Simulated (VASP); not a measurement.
# BaTiO3 (Pm-3m) in VASP: evGW0 quasiparticle levels with PBE

Aim: the evGW0 quasiparticle levels of BaTiO3 with PBE.

Program: VASP 6.6.1. These are calculated values, not measurements. Logs are shortened: lines on timing, memory, paths and dates and some standing lists are left out, and cuts for length are marked.

## Step 1: Starting point

The structure is cubic, space group Pm-3m (No. 221). The conventional cell has a = 4.006 Å, b = 4.006 Å, c = 4.006 Å, α = 90.00°, β = 90.00°, γ = 90.00°. Ba (site symmetry m-3m) is surrounded by 12 O at 2.83 Å. Around Ti (site symmetry m-3m) lie 6 O at 2.00 Å. O (site symmetry 4/mmm) has 2 Ti at 2.00 Å as nearest neighbours.

## Step 2: EvGW0 quasiparticle levels, PBE

The input, POSCAR:

```
BaTiO3
1.0
    4.0060000000      0.0000000000      0.0000000000
    0.0000000000      4.0060000000      0.0000000000
    0.0000000000      0.0000000000      4.0060000000
Ba Ti O
1 1 3
Direct
    0.5000000000      0.5000000000      0.5000000000
    0.0000000000      0.0000000000      0.0000000000
    0.0000000000      0.0000000000      0.5000000000
    0.0000000000      0.5000000000      0.0000000000
    0.5000000000      0.0000000000      0.0000000000
```

The input, INCAR.step1:

```
SYSTEM = BaTiO3
PREC     = Accurate       ! precision mode
ENCUT    = 500            ! plane-wave cutoff, eV
EDIFF    = 1E-8           ! SCF threshold, eV
ISMEAR   = 0              ! smearing method
SIGMA    = 0.01           ! smearing width, eV
LREAL    = .FALSE.        ! projectors in reciprocal space
LASPH    = .TRUE.         ! aspherical terms in the spheres
NELM     = 100            ! most SCF steps
ALGO     = Normal         ! electronic algorithm
LWAVE    = .TRUE.         ! write WAVECAR
LCHARG   = .FALSE.        ! write CHGCAR
GGA      = PE             ! functional
KPAR     = 4
```

The input, INCAR.step2:

```
SYSTEM = BaTiO3
PREC     = Accurate       ! precision mode
ENCUT    = 500            ! plane-wave cutoff, eV
EDIFF    = 1E-8           ! SCF threshold, eV
ISMEAR   = 0              ! smearing method
SIGMA    = 0.01           ! smearing width, eV
LREAL    = .FALSE.        ! projectors in reciprocal space
LASPH    = .TRUE.         ! aspherical terms in the spheres
NELM     = 1              ! most SCF steps
ALGO     = Exact          ! electronic algorithm
LWAVE    = .TRUE.         ! write WAVECAR
LCHARG   = .FALSE.        ! write CHGCAR
GGA      = PE             ! functional
NBANDS   = 288            ! bands
LOPTICS  = .TRUE.         ! frequency-dependent dielectric function
ISTART   = 1            
KPAR     = 4
```

The input, INCAR.step3:

```
SYSTEM = BaTiO3
PREC     = Accurate       ! precision mode
ENCUT    = 500            ! plane-wave cutoff, eV
EDIFF    = 1E-8           ! SCF threshold, eV
ISMEAR   = 0              ! smearing method
SIGMA    = 0.01           ! smearing width, eV
LREAL    = .FALSE.        ! projectors in reciprocal space
LASPH    = .TRUE.         ! aspherical terms in the spheres
ALGO     = EVGW0          ! electronic algorithm
LWAVE    = .FALSE.        ! write WAVECAR
LCHARG   = .FALSE.        ! write CHGCAR
GGA      = PE             ! functional
NELMGW   = 4            
NBANDS   = 288            ! bands
ENCUTGW  = 150            ! cutoff of the response function
NOMEGA   = 50             ! frequency points
PRECFOCK = Fast         
ISTART   = 1            
NBANDSGW = 28           
KPAR     = 4
```

The input, KPOINTS:

```
regular mesh
0
G
  4 4 4
  0 0 0
```

Potentials or basis: VASP PAW PBE potentials, release 64 (Ba_sv_GW, Ti_sv_GW, O_GW).

Run with:

```bash
cat potpaw_PBE.64/Ba_sv_GW/POTCAR potpaw_PBE.64/Ti_sv_GW/POTCAR potpaw_PBE.64/O_GW/POTCAR > POTCAR
cp INCAR.step1 INCAR
mpirun -np 4 vasp_std > vasp.out
cp INCAR.step2 INCAR
mpirun -np 4 vasp_std > vasp.out
cp INCAR.step3 INCAR
mpirun -np 4 vasp_std > vasp.out
```

OUTCAR:

```text
SYSTEM = BaTiO3
   PREC = Accurate
   ENCUT = 500
   EDIFF = 1E-8
   ISMEAR = 0
   LREAL = .FALSE.
   LASPH = .TRUE.
   GGA = PE
   NELMGW = 4
   ENCUTGW = 150
   PRECFOCK = Fast
   ISTART = 1

 ion  position               nearest neighbor table
   1  0.500  0.500  0.500-
   2  0.000  0.000  0.000-   3 2.00   4 2.00   5 2.00   3 2.00   4 2.00   5 2.00
   3  0.000  0.000  0.500-   2 2.00   2 2.00
   4  0.000  0.500  0.000-   2 2.00   2 2.00
   5  0.500  0.000  0.000-   2 2.00   2 2.00

  LATTYP: Found a simple cubic cell.
 ALAT       =     4.0060000000

  Lattice vectors:

 A1 = (   4.0060000000,   0.0000000000,   0.0000000000)
 A2 = (   0.0000000000,   4.0060000000,   0.0000000000)
 A3 = (   0.0000000000,   0.0000000000,   4.0060000000)

Analysis of symmetry for initial positions (statically):
=====================================================================
 Subroutine PRICEL returns:
 Original cell was already a primitive cell.

 Routine SETGRP: Setting up the symmetry group for a
 simple cubic supercell.

 Subroutine GETGRP returns: Found 48 space group operations
 (whereof 48 operations were pure point group operations)
 out of a pool of 48 trial point group operations.

The static configuration has the point symmetry O_h .

Analysis of symmetry for dynamics (positions and initial velocities):
=====================================================================
 Subroutine PRICEL returns:
 Original cell was already a primitive cell.

 Routine SETGRP: Setting up the symmetry group for a
 simple cubic supercell.

 Subroutine GETGRP returns: Found 48 space group operations
 (whereof 48 operations were pure point group operations)
 out of a pool of 48 trial point group operations.

The dynamic configuration has the point symmetry O_h .

 Subroutine INISYM returns: Found 48 space group operations
 (whereof 48 operations are pure point group operations),
 and found     1 'primitive' translations

----------------------------------------------------------------------------------------

                                     Primitive cell

  volume of cell :      64.2884

  direct lattice vectors                    reciprocal lattice vectors
     4.006000000  0.000000000  0.000000000     0.249625562  0.000000000  0.000000000
     0.000000000  4.006000000  0.000000000     0.000000000  0.249625562  0.000000000
     0.000000000  0.000000000  4.006000000     0.000000000  0.000000000  0.249625562

  length of vectors
     4.006000000  4.006000000  4.006000000     0.249625562  0.249625562  0.249625562

  position of ions in fractional coordinates (direct lattice)
     0.500000000  0.500000000  0.500000000
     0.000000000  0.000000000  0.000000000
     0.000000000  0.000000000  0.500000000
     0.000000000  0.500000000  0.000000000
     0.500000000  0.000000000  0.000000000

  ion indices of the primitive-cell ions
   primitive index   ion index
                 1           1
                 2           2
                 3           3
                 4           4
                 5           5

----------------------------------------------------------------------------------------

 KPOINTS: regular mesh

Automatic generation of k-mesh.
 Grid dimensions read from file:
 generate k-points for:    4    4    4

 Generating k-lattice:

  Cartesian coordinates                     Fractional coordinates (reciprocal lattice)
     0.062406390  0.000000000  0.000000000     0.250000000  0.000000000  0.000000000
     0.000000000  0.062406390  0.000000000     0.000000000  0.250000000  0.000000000
     0.000000000  0.000000000  0.062406390     0.000000000  0.000000000  0.250000000

  Length of vectors
     0.062406390  0.062406390  0.062406390

  Shift w.r.t. Gamma in fractional coordinates (k-lattice)
     0.000000000  0.000000000  0.000000000

 Subroutine IBZKPT returns following result:
 ===========================================

 Found     10 irreducible k-points:

 Following reciprocal coordinates:
            Coordinates               Weight
  0.000000  0.000000  0.000000      1.000000
  0.250000  0.000000  0.000000      6.000000
  0.500000  0.000000  0.000000      3.000000
  0.250000  0.250000  0.000000     12.000000
  0.500000  0.250000  0.000000     12.000000
  0.500000  0.500000  0.000000      3.000000
  0.250000  0.250000  0.250000      8.000000
  0.500000  0.250000  0.250000     12.000000
  0.500000  0.500000  0.250000      6.000000
  0.500000  0.500000  0.500000      1.000000
   k-points           NKPTS =     10   k-points in BZ     NKDIM =     64   number of bands    NBANDS=    288
   number of dos      NEDOS =    301   number of ions     NIONS =      5
   total plane-waves  NPLWV =  27000
   dimension x,y,z NGX =    30 NGY =   30 NGZ =   30
   dimension x,y,z NGXF=    60 NGYF=   60 NGZF=   60
   ions per type =               1   1   3
   NGX,Y,Z   is equivalent  to a cutoff of  12.45, 12.45, 12.45 a.u.
   NGXF,Y,Z  is equivalent  to a cutoff of  24.90, 24.90, 24.90 a.u.
 SYSTEM =  BaTiO3
   PREC   = accura    normal or accurate (medium, high low for compatibility)
   ISTART =      1    job   : 0-new  1-cont  2-samecut
   ICHARG =      0    charge: 1-file 2-atom 10-const
   ISPIN  =      1    spin polarized calculation?
   LNONCOLLINEAR =      F non collinear calculations
   LSORBIT =      F    spin-orbit coupling
   LASPH  =      T    aspherical Exc in radial PAW
   ENCUT  =  500.0 eV  36.75 Ry    6.06 a.u.   7.30  7.30  7.30*2*pi/ulx,y,z
   NELM   =     60;   NELMIN=  2; NELMDL=  0     # of ELM steps
   EDIFF  = 0.1E-07   stopping-criterion for ELM
   LREAL  =      F    real-space projection
   EDIFFG = 0.1E-06   stopping-criterion for IOM
   NSW    =      0    number of steps for IOM
   IBRION =     -1    ionic relax: 0-MD 1-quasi-New 2-CG
   NFREE  =      0    steps in history (QN), initial steepest desc. (CG)
   ISIF   =      0    stress and relaxation
   ISYM   =      3    0-nonsym 1-usesym 2-fastsym
   POTIM  = 0.5000    time-step for ionic-motion
   TEBEG  =    0.0;   TEEND  =   0.0 temperature during run
   PSTRESS=    0.0 pullay stress
   NELECT =      40.0000    total number of electrons
   NUPDOWN=      -1.0000    fix difference up-down
   EMIN   =  10.00;   EMAX   =-10.00  energy-range for DOS
   EFERMI =   0.00;   METHOD = LEGACY
   ISMEAR =     0;   SIGMA  =   0.01  broadening in eV -4-tet -1-fermi 0-gaus
   EFERMI_NEDOS =   21; number of points for ismear=-14 and -15
   IALGO  =     38    algorithm
   IMIX   =      4    mixing-type and parameters
     AMIX     =   0.40;   BMIX     =  1.00
     AMIX_MAG =   1.60;   BMIX_MAG =  1.00
  volume/ion in A,a.u.               =      12.86        86.77
  Fermi-wavevector in a.u.,A,eV,Ry     =   1.397603  2.641087 26.576187  1.953295
  Thomas-Fermi vector in A             =   2.520843
   LORBIT       =      0    0 simple, 1 ext, 2 COOP (PROOUT), +10 PAW based schemes
   GGA     = PE    functional components
   LHFCALC =     T    Hartree Fock is set to
   PRECFOCK=fast      Normal, Fast or Accurate (Low or Medium for compatibility)
   ENCUT4O =  -1.0   cutoff for four orbital integrals eV
   NKREDX  =     1    reduce k-point grid by
   NKREDY  =     1    reduce k-point grid by
   NKREDZ  =     1    reduce k-point grid by
   AEXX    =    1.0000 exact exchange contribution
   HFSCREEN=    0.0000 screening length (either q_TF or 0.3 A-1)
   HFSCREENC=   0.0000 screening length for correlation (either q_TF or 0.3 A-1)
   ENCUTFOCK=  -1.0 apply spherical cutoff to Coloumb kernel
   IVDW    =     0    specifies the selected vdW correction
   LEPSILON=     F    determine dielectric tensor
   LRPA    =     F    only Hartree local field effects (RPA)
   LRPAFORCE           =     F    calculate RPA forces
   ENCUTGW             = 150.0    cutoff for response function in eV
   ENCUTGWSOFT         = 120.0    soft cutoff for Coulomb kernel in GW response function in eV
   ENCUTLF             =  -1.0    cutoff for local field effects
   NELMGW              =     4    number of iterations in solving QP/BSE equation
   NELMHF              =     1    number of iterations in the inner HF iteration
   NKREDLFX            =     1    NKREDLFY  =   1   NKREDLFZ  =   1
 non-spin polarized calculation
 Gauss-broadening in eV      SIGMA  =   0.01
  energy-cutoff  :      500.00
  volume of cell :       64.29
 maximum number of plane-waves:      1654
 NGX is ok and might be reduce to    30
  NGX = 16; NGY = 16; NGZ = 16
   NGX = 15   NGY = 15   NGZ = 15
 maximum number of plane-waves:       280

 QP shifts <psi_nk| G(iteration)W_0 |psi_nk>: iteration 1
 for sc-GW calculations column KS-energies equals QP-energies in previous step
 and V_xc(KS)=  KS-energies - (<T + V_ion + V_H > + <T+V_H+V_ion>^1  + <V_x>^1)

 k-point   1 :       0.0000    0.0000    0.0000
  band No.  KS-energies  QP-energies   sigma(KS)   V_xc(KS)     V^pw_x(r,r')   Z            occupation Imag(sigma)

      1     -51.2124     -52.1095     -26.5136     -24.9650     -41.6679       0.5793       2.0000       1.8158
      2     -27.4281     -28.1963     -25.3299     -24.1270     -34.5953       0.6386       2.0000       1.0669
      3     -27.4281     -28.1963     -25.3299     -24.1270     -34.5953       0.6386       2.0000       1.0669
      4     -27.4281     -28.1963     -25.3299     -24.1270     -34.5953       0.6386       2.0000       1.0669
      5     -19.2653     -20.4592     -16.8415     -15.1293     -24.5577       0.6972       2.0000       1.6811
      6     -11.4673     -12.6893     -21.0690     -19.2035     -30.6029       0.6551       2.0000       1.4938
[... 308 lines left out ...]
     27      13.0597      14.5179     -21.3373     -23.4963     -14.1885       0.6754       0.0000      -0.8253
     28      13.0597      14.5179     -21.3373     -23.4963     -14.1885       0.6754       0.0000      -0.8253

 QP shifts <psi_nk| G(iteration)W_0 |psi_nk>: iteration 2

 k-point   1 :       0.0000    0.0000    0.0000
  band No. old QP-enery  QP-energies   sigma(KS)   T+V_ion+V_H  V^pw_x(r,r')   Z            occupation Imag(sigma)

      1     -52.1095     -52.4555     -26.4551     -26.2474     -41.6679       0.5836       2.0000       1.8390
      2     -28.1963     -28.4402     -25.2788      -3.3011     -34.5953       0.6360       2.0000       1.1066
      3     -28.1963     -28.4402     -25.2788      -3.3011     -34.5953       0.6360       2.0000       1.1066
      4     -28.1963     -28.4402     -25.2788      -3.3011     -34.5953       0.6360       2.0000       1.1066
      5     -20.4592     -20.8872     -16.9442      -4.1361     -24.5577       0.6892       2.0000       1.6322
      6     -12.6893     -13.0711     -21.0074       7.7362     -30.6029       0.6560       2.0000       1.5506
[... 308 lines left out ...]
     27      14.5179      14.8818     -21.5008      36.5560     -14.1885       0.6774       0.0000      -0.9018
     28      14.5179      14.8818     -21.5008      36.5560     -14.1885       0.6774       0.0000      -0.9018

 QP shifts <psi_nk| G(iteration)W_0 |psi_nk>: iteration 3

 k-point   1 :       0.0000    0.0000    0.0000
  band No. old QP-enery  QP-energies   sigma(KS)   T+V_ion+V_H  V^pw_x(r,r')   Z            occupation Imag(sigma)

      1     -52.4555     -52.5763     -26.4188     -26.2474     -41.6679       0.5734       2.0000       1.8541
      2     -28.4402     -28.5203     -25.2648      -3.3011     -34.5953       0.6369       2.0000       1.1195
      3     -28.4402     -28.5203     -25.2648      -3.3011     -34.5953       0.6369       2.0000       1.1195
      4     -28.4402     -28.5203     -25.2648      -3.3011     -34.5953       0.6369       2.0000       1.1195
      5     -20.8872     -20.9961     -16.9109      -4.1361     -24.5577       0.6819       2.0000       1.6516
      6     -13.0711     -13.1814     -20.9753       7.7362     -30.6029       0.6562       2.0000       1.5811
[... 308 lines left out ...]
     27      14.8818      14.9650     -21.5514      36.5560     -14.1885       0.6775       0.0000      -0.9294
     28      14.8818      14.9650     -21.5514      36.5560     -14.1885       0.6775       0.0000      -0.9294

 QP shifts <psi_nk| G(iteration)W_0 |psi_nk>: iteration 4

 k-point   1 :       0.0000    0.0000    0.0000
  band No. old QP-enery  QP-energies   sigma(KS)   T+V_ion+V_H  V^pw_x(r,r')   Z            occupation Imag(sigma)

      1     -52.5763     -52.6224     -26.4093     -26.2474     -41.6679       0.5736       2.0000       1.8585
      2     -28.5203     -28.5465     -25.2604      -3.3011     -34.5953       0.6378       2.0000       1.1218
      3     -28.5203     -28.5465     -25.2604      -3.3011     -34.5953       0.6378       2.0000       1.1218
      4     -28.5203     -28.5465     -25.2604      -3.3011     -34.5953       0.6378       2.0000       1.1218
      5     -20.9961     -21.0217     -16.8976      -4.1361     -24.5577       0.6813       2.0000       1.6589
      6     -13.1814     -13.2126     -20.9652       7.7362     -30.6029       0.6550       2.0000       1.5911
[... 308 lines left out ...]
     27      14.9650      14.9845     -21.5625      36.5560     -14.1885       0.6823       0.0000      -0.9175
     28      14.9650      14.9845     -21.5625      36.5560     -14.1885       0.6823       0.0000      -0.9175
```

It took 13 min on 4 MPI ranks of Intel Xeon 6975P-C (Granite Rapids), shared host; peak memory 0.85 GiB.

Results:

| Property | Result |
| --- | --- |
| Band gap on the k mesh, mean-field level | 1.78 eV, indirect (least direct gap 1.90 eV) |
| Quasiparticle gap | 3.85 eV |
| Least direct quasiparticle gap | 3.95 eV |

Levels at points of the mesh, in eV from the valence-band top:
| k point | band 16 | band 17 | band 18 | band 19 | band 20 | band 21 | band 22 | band 23 | band 24 |
| --- | --- | --- | --- | --- | --- | --- | --- | --- | --- |
| (0.00, 0.00, 0.00) | -1.11 | -1.11 | -0.11 | -0.11 | -0.11 | 1.78 | 1.78 | 1.78 | 4.01 |
| (0.50, 0.00, 0.00) | -1.86 | -1.81 | -1.81 | -0.68 | -0.68 | 1.91 | 3.50 | 3.50 | 3.93 |
| (0.50, 0.50, 0.00) | -2.63 | -1.70 | -0.84 | -0.84 | -0.05 | 3.52 | 3.52 | 3.94 | 4.78 |
| (0.50, 0.50, 0.50) | -2.34 | -2.34 | 0.00 | 0.00 | 0.00 | 4.17 | 4.17 | 4.17 | 6.82 |

Quasiparticle gap after each update of the energies (eV): 3.37, 3.74, 3.83, 3.85

Caveat: bands, screening cutoff and mesh are small and nothing is extrapolated, so the quasiparticle values aren't converged; spin-orbit coupling is left out, which moves the levels of the heavy elements.
